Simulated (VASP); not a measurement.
# ZrB (Fm-3m) in VASP: notebook

Runs on ZrB. Level: PBE. Tasks: single point, relaxation of cell and atoms.

All numbers are computed with VASP 6.6.1; they aren't measurements. Logs are shortened: lines on timing, memory, paths and dates and some standing lists are left out, and cuts for length are marked.

## 1. The crystal as given

Symmetry: Fm-3m, No. 225, cubic system. The conventional cell has a = 4.903 Å, b = 4.903 Å, c = 4.903 Å, α = 90.00°, β = 90.00°, γ = 90.00°. Around Zr (site symmetry m-3m) lie 6 B at 2.45 Å. B (site symmetry m-3m) has 6 Zr at 2.45 Å as nearest neighbours.

## 2. Single point, PBE

Input file INCAR:

```
SYSTEM = ZrB
  PREC = Accurate
  ENCUT = 520
  EDIFF = 1E-6
  ISMEAR = 0
  SIGMA = 0.1
  LREAL = .False.
  LASPH = .True.
  NELM = 100
  ALGO = Fast
  ISIF = 2
  LWAVE = .False.
  LCHARG = .False.
  GGA = PE
  NBANDS = 14
```

Input file KPOINTS:

```
regular mesh
0
Gamma
  20 20 20
  0 0 0
```

Input file POSCAR:

```
ZrB
1.0
    0.0000000000      2.4515811075      2.4515811075
    2.4515811075      0.0000000000      2.4515811075
    2.4515811075      2.4515811075      0.0000000000
Zr B
1 1
Direct
    0.0000000000      0.0000000000      0.0000000000
    0.5000000000      0.5000000000      0.5000000000
```

Potentials or basis: VASP PAW PBE potentials, release 64 (Zr_sv, B).

The run is started by

```sh
$ cat potpaw_PBE.64/Zr_sv/POTCAR potpaw_PBE.64/B/POTCAR > POTCAR
$ mpirun -np 1 vasp_std > vasp.out
```

OUTCAR:

```text
SYSTEM = ZrB
   PREC = Accurate
   ENCUT = 520
   EDIFF = 1E-6
   ISMEAR = 0
   LREAL = .False.
   LASPH = .True.
   NELM = 100
   ISIF = 2
   GGA = PE

 ion  position               nearest neighbor table
   1  0.000  0.000  0.000-   2 2.45   2 2.45   2 2.45   2 2.45   2 2.45   2 2.45
   2  0.500  0.500  0.500-   1 2.45   1 2.45   1 2.45   1 2.45   1 2.45   1 2.45

  LATTYP: Found a face centered cubic cell.
 ALAT       =     4.9031622150

  Lattice vectors:

 A1 = (   0.0000000000,   2.4515811075,   2.4515811075)
 A2 = (   2.4515811075,   0.0000000000,   2.4515811075)
 A3 = (   2.4515811075,   2.4515811075,   0.0000000000)

Analysis of symmetry for initial positions (statically):
=====================================================================
 Subroutine PRICEL returns:
 Original cell was already a primitive cell.

 Routine SETGRP: Setting up the symmetry group for a
 face centered cubic supercell.

 Subroutine GETGRP returns: Found 48 space group operations
 (whereof 48 operations were pure point group operations)
 out of a pool of 48 trial point group operations.

The static configuration has the point symmetry O_h .

Analysis of symmetry for dynamics (positions and initial velocities):
=====================================================================
 Subroutine PRICEL returns:
 Original cell was already a primitive cell.

 Routine SETGRP: Setting up the symmetry group for a
 face centered cubic supercell.

 Subroutine GETGRP returns: Found 48 space group operations
 (whereof 48 operations were pure point group operations)
 out of a pool of 48 trial point group operations.

The dynamic configuration has the point symmetry O_h .

 Subroutine INISYM returns: Found 48 space group operations
 (whereof 48 operations are pure point group operations),
 and found     1 'primitive' translations

----------------------------------------------------------------------------------------

                                     Primitive cell

  volume of cell :      29.4692

  direct lattice vectors                    reciprocal lattice vectors
     0.000000000  2.451581108  2.451581108    -0.203950014  0.203950014  0.203950014
     2.451581108  0.000000000  2.451581108     0.203950014 -0.203950014  0.203950014
     2.451581108  2.451581108  0.000000000     0.203950014  0.203950014 -0.203950014

  length of vectors
     3.467059251  3.467059251  3.467059251     0.353251786  0.353251786  0.353251786

  position of ions in fractional coordinates (direct lattice)
     0.000000000  0.000000000  0.000000000
     0.500000000  0.500000000  0.500000000

  ion indices of the primitive-cell ions
   primitive index   ion index
                 1           1
                 2           2

----------------------------------------------------------------------------------------

 KPOINTS: regular mesh

Automatic generation of k-mesh.
 Grid dimensions read from file:
 generate k-points for:   20   20   20

 Generating k-lattice:

  Cartesian coordinates                     Fractional coordinates (reciprocal lattice)
    -0.010197501  0.010197501  0.010197501     0.050000000  0.000000000  0.000000000
     0.010197501 -0.010197501  0.010197501     0.000000000  0.050000000  0.000000000
     0.010197501  0.010197501 -0.010197501     0.000000000  0.000000000  0.050000000

  Length of vectors
     0.017662589  0.017662589  0.017662589

  Shift w.r.t. Gamma in fractional coordinates (k-lattice)
     0.000000000  0.000000000  0.000000000

 Subroutine IBZKPT returns following result:
 ===========================================

 Found    256 irreducible k-points:

 Following reciprocal coordinates:
            Coordinates               Weight
  0.000000  0.000000  0.000000      1.000000
  0.050000  0.000000  0.000000      8.000000
  0.100000  0.000000  0.000000      8.000000
  0.150000  0.000000  0.000000      8.000000
  0.200000  0.000000  0.000000      8.000000
  0.250000  0.000000  0.000000      8.000000
[... 16 lines left out ...]
 -0.400000  0.050000  0.000000     24.000000
 -0.350000  0.050000  0.000000     24.000000
 [... further k-points ...]
   k-points           NKPTS =    256   k-points in BZ     NKDIM =    256   number of bands    NBANDS=     14
   number of dos      NEDOS =    301   number of ions     NIONS =      2
   total plane-waves  NPLWV =  21952
   dimension x,y,z NGX =    28 NGY =   28 NGZ =   28
   dimension x,y,z NGXF=    56 NGYF=   56 NGZF=   56
   ions per type =               1   1
   NGX,Y,Z   is equivalent  to a cutoff of  13.43, 13.43, 13.43 a.u.
   NGXF,Y,Z  is equivalent  to a cutoff of  26.85, 26.85, 26.85 a.u.
 SYSTEM =  ZrB
   PREC   = accura    normal or accurate (medium, high low for compatibility)
   ISTART =      0    job   : 0-new  1-cont  2-samecut
   ICHARG =      2    charge: 1-file 2-atom 10-const
   ISPIN  =      1    spin polarized calculation?
   LNONCOLLINEAR =      F non collinear calculations
   LSORBIT =      F    spin-orbit coupling
   LASPH  =      T    aspherical Exc in radial PAW
   ENCUT  =  520.0 eV  38.22 Ry    6.18 a.u.   6.45  6.45  6.45*2*pi/ulx,y,z
   NELM   =    100;   NELMIN=  2; NELMDL= -5     # of ELM steps
   EDIFF  = 0.1E-05   stopping-criterion for ELM
   LREAL  =      F    real-space projection
   EDIFFG = 0.1E-04   stopping-criterion for IOM
   NSW    =      0    number of steps for IOM
   IBRION =     -1    ionic relax: 0-MD 1-quasi-New 2-CG
   NFREE  =      0    steps in history (QN), initial steepest desc. (CG)
   ISIF   =      2    stress and relaxation
   ISYM   =      2    0-nonsym 1-usesym 2-fastsym
   POTIM  = 0.5000    time-step for ionic-motion
   TEBEG  =    0.0;   TEEND  =   0.0 temperature during run
   PSTRESS=    0.0 pullay stress
   NELECT =      15.0000    total number of electrons
   NUPDOWN=      -1.0000    fix difference up-down
   EMIN   =  10.00;   EMAX   =-10.00  energy-range for DOS
   EFERMI =   0.00;   METHOD = LEGACY
   ISMEAR =     0;   SIGMA  =   0.10  broadening in eV -4-tet -1-fermi 0-gaus
   EFERMI_NEDOS =   21; number of points for ismear=-14 and -15
   IALGO  =     68    algorithm
   IMIX   =      4    mixing-type and parameters
     AMIX     =   0.40;   BMIX     =  1.00
     AMIX_MAG =   1.60;   BMIX_MAG =  1.00
  volume/ion in A,a.u.               =      14.73        99.43
  Fermi-wavevector in a.u.,A,eV,Ry     =   1.307121  2.470100 23.246427  1.708564
  Thomas-Fermi vector in A             =   2.437877
   LORBIT       =      0    0 simple, 1 ext, 2 COOP (PROOUT), +10 PAW based schemes
   GGA     = PE    functional components
   LHFCALC =     F    Hartree Fock is set to
   AEXX    =    0.0000 exact exchange contribution
   IVDW    =     0    specifies the selected vdW correction
   LEPSILON=     F    determine dielectric tensor
   LRPA    =     F    only Hartree local field effects (RPA)
 non-spin polarized calculation
 RMM-DIIS sequential band-by-band and
 Gauss-broadening in eV      SIGMA  =   0.10
  energy-cutoff  :      520.00
  volume of cell :       29.47
 maximum number of plane-waves:       821
 NGX is ok and might be reduce to    28
   NGX = 13   NGY = 13   NGZ = 13

 number of electron      15.0000000 magnetization

 Free energy of the ion-electron system (eV)
  ---------------------------------------------------
  ext. energy  EPLUGINS =         0.00000000
  ---------------------------------------------------
  free energy    TOTEN  =       -16.00708242 eV

  energy without entropy =      -16.00099887  energy(sigma->0) =      -16.00404065

 E-fermi :   7.4583     XC(G=0): -11.4777

 val. band max:        7.4543296798   @ k =  -0.4000   0.4500   0.1500
 cond. band min:       7.4618955633   @ k =   0.3500   0.1500   0.0500
 fundamental gap:      0.0075658835
 Fermi energy:         7.4582812707

 k-point     1 :       0.0000    0.0000    0.0000
  band No.  band energies     occupation
      1     -40.0260      2.00000
      2     -17.8515      2.00000
      3     -17.8515      2.00000
      4     -17.8515      2.00000
      5      -0.5831      2.00000
      6       9.2020      0.00000
      7       9.2020      0.00000
      8       9.2020      0.00000
      9      10.5960      0.00000
     10      10.5960      0.00000
     11      10.8833      0.00000
     12      10.8833      0.00000
     13      10.8833      0.00000
     14      18.4574      0.00000

 k-point     2 :       0.0500    0.0000    0.0000
  band No.  band energies     occupation
      1     -40.0245      2.00000
      2     -17.8654      2.00000
      3     -17.8529      2.00000
      4     -17.8529      2.00000
      5      -0.5270      2.00000
      6       9.0025      0.00000
      7       9.1815      0.00000
      8       9.1815      0.00000
      9      10.0412      0.00000
     10      10.0412      0.00000
     11      10.9778      0.00000
     12      11.5702      0.00000
     13      11.5702      0.00000
     14      18.5328      0.00000

 k-point     3 :       0.1000    0.0000    0.0000
  band No.  band energies     occupation
      1     -40.0205      2.00000
      2     -17.9055      2.00000
      3     -17.8570      2.00000
      4     -17.8570      2.00000
      5      -0.3616      2.00000
      6       8.5227      0.00000
      7       8.9237      0.00000
      8       8.9237      0.00000
      9       9.7488      0.00000
     10       9.7488      0.00000
     11      11.1652      0.00000
     12      12.4512      0.00000
     13      12.4512      0.00000
     14      18.7654      0.00000
[... 324 lines left out ...]
 k-point    23 :      -0.4000    0.0500    0.0000
  band No.  band energies     occupation
      1     -39.9713      2.00000
      2     -18.3526      2.00000
      3     -17.9183      2.00000
      4     -17.9027      2.00000
      5       2.4778      2.00000
      6       4.4818      2.00000
      7       6.4064      2.00000
      8       6.4797      2.00000
      9      11.8139      0.00000
     10      12.0508      0.00000
     11      13.0058      0.00000
     12      15.9749      0.00000
     13      17.5900      0.00000
     14      18.4962      0.00000

 k-point    24 :      -0.3500    0.0500    0.0000
  band No.  band energies     occupation
      1     -39.9769      2.00000
      2     -18.3025      2.00000
      3     -17.9146      2.00000
      4     -17.8949      2.00000
      5       1.9260      2.00000
      6       5.0783      2.00000
      7       6.5691      2.00000
      8       6.6860      2.00000
      9      11.3823      0.00000
     10      11.7284      0.00000
     11      12.6068      0.00000
     12      16.7328      0.00000
     13      16.9690      0.00000
     14      17.9010      0.00000

 [... further k-points ...]

------------------------ aborting loop because EDIFF is reached ----------------------------------------

  FORCE on cell =-STRESS in cart. coord.  units (eV):
  Direction    XX          YY          ZZ          XY          YZ          ZX
  --------------------------------------------------------------------------------------
  -------------------------------------------------------------------------------------
  Total        0.0369252      0.0369252      0.0369252      0.0000000      0.0000000     -0.0000000
  in kB        2.0075437      2.0075437      2.0075437      0.0000000      0.0000000     -0.0000000
  external PRESSURE =       2.0075437 kB  Pullay stress =       0.0000000 kB

 VOLUME and BASIS-vectors are now :
 -----------------------------------------------------------------------------
  energy-cutoff  :      520.00
  volume of cell :       29.47
      direct lattice vectors                 reciprocal lattice vectors
     0.000000000  2.451581108  2.451581108    -0.203950014  0.203950014  0.203950014
     2.451581108  0.000000000  2.451581108     0.203950014 -0.203950014  0.203950014
     2.451581108  2.451581108  0.000000000     0.203950014  0.203950014 -0.203950014

 POSITION                                       TOTAL-FORCE (eV/Angst)
 -----------------------------------------------------------------------------------
      0.00000      0.00000      0.00000         0.000000      0.000000      0.000000
      2.45158      2.45158      2.45158         0.000000      0.000000      0.000000
 -----------------------------------------------------------------------------------
    total drift:                               -0.000000      0.000000      0.000000

  FREE ENERGIE OF THE ION-ELECTRON SYSTEM (eV)
  ---------------------------------------------------
  free  energy   TOTEN  =       -16.0070824183 eV

  energy  without entropy=      -16.0009988743  energy(sigma->0) =      -16.00404065
```

Run time: 1.8 min. Hardware: 1 thread of Intel Xeon Platinum 8375C at 2.90GHz (Ice Lake), shared host; peak memory 0.24 GiB.

What came out:

```yaml
Free_energy: -16.0071 eV
Pressure: 0.2 GPa
Band_gap_on_the_k_mesh: none (metal or under the smearing width)
```

Levels at points of the mesh, in eV from the Fermi level:
```tsv
k point	band 6	band 7	band 8	band 9	band 10	band 11
(0.00, 0.00, 0.00)	1.74	1.74	1.74	3.14	3.14	3.43
(0.50, 0.00, 0.00)	-3.80	-1.16	-1.16	4.81	4.81	6.08
(0.50, 0.50, 0.00)	-0.79	-0.77	2.04	2.04	4.55	5.72
```

## 3. Relaxation of cell and atoms, PBE

Input file INCAR:

```
SYSTEM = ZrB
ALGO = Fast
EDIFF = 1E-6
EDIFFG = -0.02
ENCUT = 600
GGA = PE
IBRION = 2
ISIF = 3
ISMEAR = 0
LASPH = .TRUE.
LCHARG = .FALSE.
LREAL = .FALSE.
LWAVE = .FALSE.
NELM = 100
NSW = 70
PREC = Accurate
SIGMA = 0.1
```

Input file KPOINTS:

```
k-points
0
G
  20 20 20
  0 0 0
```

POSCAR is that of step 2.

Potentials or basis: VASP PAW PBE potentials, release 64 (Zr_sv, B).

The run is started by

```sh
$ cat potpaw_PBE.64/Zr_sv/POTCAR potpaw_PBE.64/B/POTCAR > POTCAR
$ mpirun -np 1 vasp_std > vasp.out
```

OUTCAR:

```text
SYSTEM = ZrB
   EDIFF = 1E-6
   EDIFFG = -0.02
   ENCUT = 600
   GGA = PE
   IBRION = 2
   ISIF = 3
   ISMEAR = 0
   LASPH = .TRUE.
   LREAL = .FALSE.
   NELM = 100
   NSW = 70
   PREC = Accurate

 ion  position               nearest neighbor table
   1  0.000  0.000  0.000-   2 2.45   2 2.45   2 2.45   2 2.45   2 2.45   2 2.45
   2  0.500  0.500  0.500-   1 2.45   1 2.45   1 2.45   1 2.45   1 2.45   1 2.45

  LATTYP: Found a face centered cubic cell.
 ALAT       =     4.9031622150

  Lattice vectors:

 A1 = (   0.0000000000,   2.4515811075,   2.4515811075)
 A2 = (   2.4515811075,   0.0000000000,   2.4515811075)
 A3 = (   2.4515811075,   2.4515811075,   0.0000000000)

Analysis of symmetry for initial positions (statically):
=====================================================================
 Subroutine PRICEL returns:
 Original cell was already a primitive cell.

 Routine SETGRP: Setting up the symmetry group for a
 face centered cubic supercell.

 Subroutine GETGRP returns: Found 48 space group operations
[... 178 lines left out ...]
      2     -17.8519      2.00000
      3     -17.8519      2.00000
      4     -17.8519      2.00000
      5      -0.5833      2.00000
      6       9.2016      0.00000
      7       9.2016      0.00000
      8       9.2018      0.00000
      9      10.8827      0.00000
     10      10.8829      0.00000
     11      10.8829      0.00000
[... 309 lines left out ...]
 k-point    24 :      -0.3500    0.0500    0.0000
  band No.  band energies     occupation
      1     -39.9771      2.00000
      2     -18.3030      2.00000
      3     -17.9151      2.00000
      4     -17.8954      2.00000
      5       1.9257      2.00000
      6       5.0779      2.00000
      7       6.5687      2.00000
      8       6.6856      2.00000
      9      11.3820      0.00000
     10      11.7291      0.00000
     11      12.6374      0.00000

 [... further k-points ...]

------------------------ aborting loop because EDIFF is reached ----------------------------------------

  FORCE on cell =-STRESS in cart. coord.  units (eV):
  Direction    XX          YY          ZZ          XY          YZ          ZX
  --------------------------------------------------------------------------------------
  -------------------------------------------------------------------------------------
  Total        0.0364779      0.0364779      0.0364779     -0.0000000      0.0000000     -0.0000000
  in kB        1.9832229      1.9832229      1.9832229     -0.0000000      0.0000000     -0.0000000
  external PRESSURE =       1.9832229 kB  Pullay stress =       0.0000000 kB

 VOLUME and BASIS-vectors are now :
 -----------------------------------------------------------------------------
  energy-cutoff  :      600.00
  volume of cell :       29.47
      direct lattice vectors                 reciprocal lattice vectors
     0.000000000  2.451581108  2.451581108    -0.203950014  0.203950014  0.203950014
     2.451581108  0.000000000  2.451581108     0.203950014 -0.203950014  0.203950014
     2.451581108  2.451581108  0.000000000     0.203950014  0.203950014 -0.203950014

 POSITION                                       TOTAL-FORCE (eV/Angst)
 -----------------------------------------------------------------------------------
      0.00000      0.00000      0.00000         0.000000      0.000000      0.000000
      2.45158      2.45158      2.45158        -0.000000      0.000000     -0.000000
 -----------------------------------------------------------------------------------
    total drift:                               -0.000000      0.000000      0.000000

  FREE ENERGIE OF THE ION-ELECTRON SYSTEM (eV)
  ---------------------------------------------------
  free  energy   TOTEN  =       -16.0077373268 eV

  energy  without entropy=      -16.0016530674  energy(sigma->0) =      -16.00469520

 reached required accuracy - stopping structural energy minimisation
```

CONTCAR:

```text
ZrB
   1.00000000000000
     0.0000000000000000    2.4515811075000000    2.4515811075000000
     2.4515811075000000    0.0000000000000000    2.4515811075000000
     2.4515811075000000    2.4515811075000000    0.0000000000000000
  Zr              B
     1     1
Direct
     0.0000000000000000    0.0000000000000000    0.0000000000000000
     0.5000000000000000    0.5000000000000000    0.5000000000000000

  0.00000000E+00  0.00000000E+00  0.00000000E+00
  0.00000000E+00  0.00000000E+00  0.00000000E+00
```

Wall time 94 s (1 thread of Intel Xeon Platinum 8375C at 2.90GHz (Ice Lake), shared host); peak memory 0.25 GiB.

Results:

* Free energy: -16.0077 eV
* Pressure after relaxing: 0.2 GPa
* Band gap on the k mesh: none (metal or under the smearing width)

Final structure:
```cif
data_structure
_symmetry_space_group_name_H-M 'P 1'
_symmetry_Int_Tables_number 1
_cell_length_a 3.4671
_cell_length_b 3.4671
_cell_length_c 3.4671
_cell_angle_alpha 60.000
_cell_angle_beta 60.000
_cell_angle_gamma 60.000
_cell_volume 29.47
loop_
_atom_site_label
_atom_site_type_symbol
_atom_site_fract_x
_atom_site_fract_y
_atom_site_fract_z
_atom_site_occupancy
Zr1 Zr 0.00000 0.00000 0.00000 1
B1 B 0.50000 0.50000 0.50000 1
```

Levels at points of the mesh, in eV from the Fermi level:
```tsv
k point	band 4	band 5	band 6	band 7	band 8	band 9	band 10	band 11
(0.00, 0.00, 0.00)	-25.31	-8.04	1.74	1.74	1.74	3.42	3.43	3.43
(0.50, 0.00, 0.00)	-25.37	-4.18	-3.80	-1.16	-1.16	4.81	4.81	6.13
(0.50, 0.50, 0.00)	-25.50	-6.10	-0.79	-0.77	2.04	2.04	4.55	5.72
```

Caveat: the relaxation stopped at its first step, so nothing moved.

(Part 1 of 2 ends here.)
